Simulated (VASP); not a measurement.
# MnSi (Pm-3m) in VASP: reference runs

Reference runs on MnSi: the cell as given.

Program: VASP 6.6.1. These are calculated values, not measurements. Logs are shortened: lines on timing, memory, paths and dates and some standing lists are left out, and cuts for length are marked.

### 1 Starting point

The structure is cubic, space group Pm-3m (No. 221). Conventional cell: a = 3.072 Å, b = 3.072 Å, c = 3.072 Å, α = 90.00°, β = 90.00°, γ = 90.00°. Around Mn (site symmetry m-3m) lie 8 Si at 2.66 Å. Around Si (site symmetry m-3m) lie 8 Mn at 2.66 Å.

The cell was built by a generator and needn't be a form met in nature.

### 2 Single point, PBE, collinear spin, ferromagnetic start

Input file INCAR:

```
  PREC = Accurate
  ENCUT = 520
  EDIFF = 1E-7
  ISMEAR = -1
  SIGMA = 0.05
  LREAL = F
  LASPH = T
  NELM = 150
  ALGO = Normal
  ISIF = 2
  LWAVE = F
  LCHARG = F
  ISPIN = 2
  MAGMOM = 4 0
  LORBIT = 11
  LMAXMIX = 4
  GGA = PE
  NBANDS = 20
```

Input file KPOINTS:

```
Automatic mesh
0
Gamma
  9 9 9
```

Input file POSCAR:

```
MnSi
1.0
    3.0721807200      0.0000000000      0.0000000000
    0.0000000000      3.0721807200      0.0000000000
    0.0000000000      0.0000000000      3.0721807200
Mn Si
1 1
Direct
    0.0000000000      0.0000000000      0.0000000000
    0.5000000000      0.5000000000      0.5000000000
```

Potentials or basis: VASP PAW PBE potentials, release 64 (Mn_pv, Si).

Run with:

```sh
> cat potpaw_PBE.64/Mn_pv/POTCAR potpaw_PBE.64/Si/POTCAR > POTCAR
> mpirun -np 1 vasp_std > vasp.out
```

OUTCAR:

```text
PREC = Accurate
   ENCUT = 520
   EDIFF = 1E-7
   ISMEAR = -1
   LREAL = F
   LASPH = T
   NELM = 150
   ISIF = 2
   ISPIN = 2
   LORBIT = 11
   GGA = PE

 ion  position               nearest neighbor table
   1  0.000  0.000  0.000-   2 2.66   2 2.66   2 2.66   2 2.66   2 2.66   2 2.66   2 2.66   2 2.66

   2  0.500  0.500  0.500-   1 2.66   1 2.66   1 2.66   1 2.66   1 2.66   1 2.66   1 2.66   1 2.66

  LATTYP: Found a simple cubic cell.
 ALAT       =     3.0721807200

  Lattice vectors:

 A1 = (   3.0721807200,   0.0000000000,   0.0000000000)
 A2 = (   0.0000000000,   3.0721807200,   0.0000000000)
 A3 = (   0.0000000000,   0.0000000000,   3.0721807200)

Analysis of symmetry for initial positions (statically):
=====================================================================
 Subroutine PRICEL returns:
 Original cell was already a primitive cell.

 Routine SETGRP: Setting up the symmetry group for a
 simple cubic supercell.

 Subroutine GETGRP returns: Found 48 space group operations
 (whereof 48 operations were pure point group operations)
 out of a pool of 48 trial point group operations.

The static configuration has the point symmetry O_h .

Analysis of symmetry for dynamics (positions and initial velocities):
=====================================================================
 Subroutine PRICEL returns:
 Original cell was already a primitive cell.

 Routine SETGRP: Setting up the symmetry group for a
 simple cubic supercell.

 Subroutine GETGRP returns: Found 48 space group operations
 (whereof 48 operations were pure point group operations)
 out of a pool of 48 trial point group operations.

The dynamic configuration has the point symmetry O_h .

Analysis of structural, dynamic, and magnetic symmetry:
=====================================================================
 Subroutine PRICEL returns:
 Original cell was already a primitive cell.

 Routine SETGRP: Setting up the symmetry group for a
 simple cubic supercell.

 Subroutine GETGRP returns: Found 48 space group operations
 (whereof 48 operations were pure point group operations)
 out of a pool of 48 trial point group operations.

The overall configuration has the point symmetry O_h .

 Subroutine INISYM returns: Found 48 space group operations
 (whereof 48 operations are pure point group operations),
 and found     1 'primitive' translations

----------------------------------------------------------------------------------------

                                     Primitive cell

  volume of cell :      28.9961

  direct lattice vectors                    reciprocal lattice vectors
     3.072180720  0.000000000  0.000000000     0.325501685  0.000000000  0.000000000
     0.000000000  3.072180720  0.000000000     0.000000000  0.325501685  0.000000000
     0.000000000  0.000000000  3.072180720     0.000000000  0.000000000  0.325501685

  length of vectors
     3.072180720  3.072180720  3.072180720     0.325501685  0.325501685  0.325501685

  position of ions in fractional coordinates (direct lattice)
     0.000000000  0.000000000  0.000000000
     0.500000000  0.500000000  0.500000000

  ion indices of the primitive-cell ions
   primitive index   ion index
                 1           1
                 2           2

----------------------------------------------------------------------------------------

 KPOINTS: Automatic mesh

Automatic generation of k-mesh.
 Grid dimensions read from file:
 generate k-points for:    9    9    9

 Generating k-lattice:

  Cartesian coordinates                     Fractional coordinates (reciprocal lattice)
     0.036166854  0.000000000  0.000000000     0.111111111  0.000000000  0.000000000
     0.000000000  0.036166854  0.000000000     0.000000000  0.111111111  0.000000000
     0.000000000  0.000000000  0.036166854     0.000000000  0.000000000  0.111111111

  Length of vectors
     0.036166854  0.036166854  0.036166854

  Shift w.r.t. Gamma in fractional coordinates (k-lattice)
     0.000000000  0.000000000  0.000000000

 Subroutine IBZKPT returns following result:
 ===========================================

 Found     35 irreducible k-points:

 Following reciprocal coordinates:
            Coordinates               Weight
  0.000000  0.000000  0.000000      1.000000
  0.111111  0.000000  0.000000      6.000000
  0.222222  0.000000  0.000000      6.000000
  0.333333  0.000000  0.000000      6.000000
  0.444444  0.000000  0.000000      6.000000
  0.111111  0.111111  0.000000     12.000000
[... 16 lines left out ...]
  0.333333  0.333333  0.111111     24.000000
  0.444444  0.333333  0.111111     48.000000
 [... further k-points ...]
   k-points           NKPTS =     35   k-points in BZ     NKDIM =     35   number of bands    NBANDS=     20
   number of dos      NEDOS =    301   number of ions     NIONS =      2
   total plane-waves  NPLWV =  13824
   dimension x,y,z NGX =    24 NGY =   24 NGZ =   24
   dimension x,y,z NGXF=    48 NGYF=   48 NGZF=   48
   ions per type =               1   1
   NGX,Y,Z   is equivalent  to a cutoff of  12.99, 12.99, 12.99 a.u.
   NGXF,Y,Z  is equivalent  to a cutoff of  25.97, 25.97, 25.97 a.u.
 SYSTEM =  unknown system
   PREC   = accura    normal or accurate (medium, high low for compatibility)
   ISTART =      0    job   : 0-new  1-cont  2-samecut
   ICHARG =      2    charge: 1-file 2-atom 10-const
   ISPIN  =      2    spin polarized calculation?
   LNONCOLLINEAR =      F non collinear calculations
   LSORBIT =      F    spin-orbit coupling
   LASPH  =      T    aspherical Exc in radial PAW
   ENCUT  =  520.0 eV  38.22 Ry    6.18 a.u.   5.71  5.71  5.71*2*pi/ulx,y,z
   NELM   =    150;   NELMIN=  2; NELMDL= -5     # of ELM steps
   EDIFF  = 0.1E-06   stopping-criterion for ELM
   LREAL  =      F    real-space projection
[... 7 lines left out ...]
   TEBEG  =    0.0;   TEEND  =   0.0 temperature during run
   PSTRESS=    0.0 pullay stress
   NELECT =      17.0000    total number of electrons
   NUPDOWN=      -1.0000    fix difference up-down
   EMIN   =  10.00;   EMAX   =-10.00  energy-range for DOS
   EFERMI =   0.00;   METHOD = LEGACY
   ISMEAR =    -1;   SIGMA  =   0.05  broadening in eV -4-tet -1-fermi 0-gaus
   EFERMI_NEDOS =   21; number of points for ismear=-14 and -15
   IALGO  =     38    algorithm
   IMIX   =      4    mixing-type and parameters
     AMIX     =   0.40;   BMIX     =  1.00
     AMIX_MAG =   1.60;   BMIX_MAG =  1.00
  volume/ion in A,a.u.               =      14.50        97.84
  Fermi-wavevector in a.u.,A,eV,Ry     =   1.370180  2.589265 25.543496  1.877394
  Thomas-Fermi vector in A             =   2.495989
   LORBIT       =     11    0 simple, 1 ext, 2 COOP (PROOUT), +10 PAW based schemes
   GGA     = PE    functional components
   LHFCALC =     F    Hartree Fock is set to
   AEXX    =    0.0000 exact exchange contribution
   IVDW    =     0    specifies the selected vdW correction
   LEPSILON=     F    determine dielectric tensor
   LRPA    =     F    only Hartree local field effects (RPA)
 spin polarized calculation
  energy-cutoff  :      520.00
  volume of cell :       29.00
 maximum number of plane-waves:       792
 NGX is ok and might be reduce to    24
   NGX = 11   NGY = 11   NGZ = 11

 number of electron      17.0000000 magnetization       2.5259155

 Free energy of the ion-electron system (eV)
  ---------------------------------------------------
  ext. energy  EPLUGINS =         0.00000000
  ---------------------------------------------------
  free energy    TOTEN  =       -14.22184589 eV

  energy without entropy =      -14.20384748  energy(sigma->0) =      -14.21284669

 E-fermi :   8.6999     XC(G=0): -11.6954

 val. band max:        8.6794487016   @ k =   0.3333   0.3333   0.3333
 cond. band min:       8.7092575924   @ k =   0.2222   0.0000   0.0000
 fundamental gap:      0.0298088909
 Fermi energy:         8.6998587965

 spin component 1

 k-point     1 :       0.0000    0.0000    0.0000
  band No.  band energies     occupation
      1     -40.3758      1.00000
      2     -40.3758      1.00000
      3     -40.3758      1.00000
      4      -2.9761      1.00000
      5       5.6793      1.00000
      6       5.6793      1.00000
[... 12 lines left out ...]
     19      28.0801      0.00000
     20      28.0801      0.00000

 k-point     2 :       0.1111    0.0000    0.0000
  band No.  band energies     occupation
      1     -40.3809      1.00000
      2     -40.3754      1.00000
      3     -40.3754      1.00000
      4      -2.7848      1.00000
      5       5.5842      1.00000
      6       5.7334      1.00000
[... 498 lines left out ...]
 k-point    24 :       0.4444    0.3333    0.1111
  band No.  band energies     occupation
      1     -40.4137      1.00000
      2     -40.4034      1.00000
      3     -40.3745      1.00000
      4       0.9412      1.00000
      5       3.8212      1.00000
      6       5.1930      1.00000
[... 12 lines left out ...]
     19      25.7769      0.00000
     20      26.9760      0.00000

 [... further k-points ...]

 spin component 2

 k-point     1 :       0.0000    0.0000    0.0000
  band No.  band energies     occupation
      1     -37.5929      1.00000
      2     -37.5929      1.00000
      3     -37.5929      1.00000
      4      -2.9796      1.00000
      5       7.4306      1.00000
      6       7.4306      1.00000
[... 12 lines left out ...]
     19      28.6596      0.00000
     20      28.6596      0.00000

 k-point     2 :       0.1111    0.0000    0.0000
  band No.  band energies     occupation
      1     -37.5988      1.00000
      2     -37.5924      1.00000
      3     -37.5924      1.00000
      4      -2.7906      1.00000
      5       7.0537      1.00000
      6       7.5144      1.00000
[... 498 lines left out ...]
 k-point    24 :       0.4444    0.3333    0.1111
  band No.  band energies     occupation
      1     -37.6367      1.00000
      2     -37.6248      1.00000
      3     -37.5912      1.00000
      4       0.9587      1.00000
      5       4.0862      1.00000
      6       5.7914      1.00000
[... 12 lines left out ...]
     19      26.4877      0.00000
     20      26.8620      0.00000

 [... further k-points ...]
[... 5 lines left out ...]
  --------------------------------------------------------------------------------------
  -------------------------------------------------------------------------------------
  Total       -3.2174806     -3.2174806     -3.2174806     -0.0000000     -0.0000000      0.0000000
  in kB     -177.7813689   -177.7813689   -177.7813689     -0.0000000     -0.0000000      0.0000000
  external PRESSURE =    -177.7813689 kB  Pullay stress =       0.0000000 kB

 VOLUME and BASIS-vectors are now :
 -----------------------------------------------------------------------------
  energy-cutoff  :      520.00
  volume of cell :       29.00
      direct lattice vectors                 reciprocal lattice vectors
     3.072180720  0.000000000  0.000000000     0.325501685  0.000000000  0.000000000
     0.000000000  3.072180720  0.000000000     0.000000000  0.325501685  0.000000000
     0.000000000  0.000000000  3.072180720     0.000000000  0.000000000  0.325501685

 POSITION                                       TOTAL-FORCE (eV/Angst)
 -----------------------------------------------------------------------------------
      0.00000      0.00000      0.00000         0.000000      0.000000      0.000000
      1.53609      1.53609      1.53609         0.000000      0.000000      0.000000
 -----------------------------------------------------------------------------------
    total drift:                               -0.000000      0.000000      0.000000

  FREE ENERGIE OF THE ION-ELECTRON SYSTEM (eV)
  ---------------------------------------------------
  free  energy   TOTEN  =       -14.2218458909 eV

  energy  without entropy=      -14.2038474824  energy(sigma->0) =      -14.21284669

 total charge

# of ion       s       p       d       tot
------------------------------------------
    1        0.274   6.219   5.122  11.615
    2        0.769   0.768   0.000   1.537
--------------------------------------------------
tot          1.043   6.987   5.122  13.152

 magnetization (x)

# of ion       s       p       d       tot
------------------------------------------
    1        0.008   0.019   2.604   2.631
    2       -0.022  -0.081   0.000  -0.103
--------------------------------------------------
tot         -0.014  -0.062   2.604   2.528
```

It took 44 s on 1 thread of Intel Xeon Platinum 8375C at 2.90GHz (Ice Lake), shared host; peak memory 0.16 GiB.

What came out:

```
Free energy                                           : -14.2218 eV
Pressure                                              : -17.8 GPa
Band gap on the k mesh                                : none (metal or under the smearing width)
Net moment                                            : 2.53 μB per cell
Site moments                                          : Mn +2.63; Si -0.10 μB
Valence electrons inside the program's atomic spheres : Mn 11.62; Si 1.54
```

Levels at points of the mesh, in eV from the Fermi level:
Spin up:
| k point | band 6 | band 7 | band 8 | band 9 | band 10 | band 11 | band 12 | band 13 | band 14 | band 15 |
| --- | --- | --- | --- | --- | --- | --- | --- | --- | --- | --- |
| (0.00, 0.00, 0.00) | -3.02 | -1.25 | -1.25 | -1.25 | 2.43 | 2.43 | 2.43 | 7.29 | 7.29 | 8.16 |
Spin down:
```tsv
k point	band 3	band 4	band 5	band 6	band 7	band 8	band 9	band 10	band 11	band 12
(0.00, 0.00, 0.00)	-46.29	-11.68	-1.27	-1.27	1.26	1.26	1.26	2.42	2.42	2.42
```

Caveat: so large a pressure means that the cell lies far from this level's equilibrium, or that cutoff or potentials fall short.
